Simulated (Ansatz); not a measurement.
Runs of Ansatz 0.2.0 on SnSe. It takes space group Fm-3m (No. 225, cubic). The conventional cell has a = 6.020 Å, b = 6.020 Å, c = 6.020 Å, α = 90.00°, β = 90.00°, γ = 90.00°. Sn (site symmetry m-3m) is surrounded by 6 Se at 3.01 Å. Se (site symmetry m-3m) has 6 Sn at 3.01 Å as nearest neighbours. Measurements of this composition are mostly on another form, of space group No. 62.

```tsv
task	level	potentials or basis	spin	cell	k mesh	cutoff (eV)	smearing	driver	eos	points for each segment of the path	other keys	pressure (GPa)	relaxed volume (Å³/atom)
relaxation of cell and atoms	BLYP	PseudoDojo standard	off	relaxed	8 × 8 × 8	1170	cold 0.025 eV	chain	-	-	-	0.0	30.01
relaxation of cell and atoms	BLYP	PseudoDojo standard (PBE files)	off	relaxed	8 × 8 × 8	1170	cold 0.025 eV	-	-	-	-	0.0	30.01
single point	wPBEh	Ansatz PAW	off	volume scaled by 0.96	5 × 5 × 5	420	fermi-dirac 0.01 eV	calculator	-	-	basis.xc_grid = 4; crystal.symmetry = detect False	(a)	-
band structure	BLYP+D4	Ansatz PAW	non-collinear, ferromagnetic start, SOC	as given	8 × 8 × 8	420	fermi-dirac 0.05 eV	chain	-	14	-	0.7	-
```

Task: Estimate the missing entries.

Result: (a) 2.7.

Caveats: the potentials were made for another functional, which shifts forces and pressure (some runs); the volume moved by +10 % from the deposited cell, more than functionals usually miss (some runs); the thresholds are loose for stress (some runs); the plane-wave basis is chosen anew once the cell has moved, so the energies of steps on either side of that aren't comparable (some runs); the starting moments weren't kept (some runs).

Runs at the PBE level aren't shown here.
